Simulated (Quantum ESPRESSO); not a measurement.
PbTe and the effect of the share of exact exchange

The structure is cubic, space group Fm-3m (No. 225). Conventional cell: a = 6.462 Å, b = 6.462 Å, c = 6.462 Å, α = 90.00°, β = 90.00°, γ = 90.00°. Pb (site symmetry m-3m) is surrounded by 6 Te at 3.23 Å. Te (site symmetry m-3m) has 6 Pb at 3.23 Å as nearest neighbours.

Kept alike: task single point; functional r2SCAN-X; k mesh 2 × 2 × 2; occupations fixed; no spin polarisation. Program: Quantum ESPRESSO, SG15 PBE 1.2, cutoff 952 eV. The mesh is that of the run's cell of 2 atoms. No spin-orbit coupling.

```tsv
share of exact exchange, α	band gap (eV)
0.05	1.254
0.1	1.498
0.15	1.740
0.25	2.232
0.35	?
0.5	3.488
```

The k mesh is coarse, so the values aren't converged. Spin-orbit coupling, left out here, moves the band edges of heavy atoms and can close or invert small gaps. A gap read on the mesh alone can miss an edge between its points. All rows use potentials made for PBE. The mesh is thin for exact exchange.

**Question.** Fit the rows shown and predict the run at 0.35.

**Answer.** A least-squares line through the rows shown is band gap = 4.9683 α + 0.999 (largest miss 0.0091); at α = 0.35 it gives 2.738 eV. The run gave: band gap 2.731 eV.
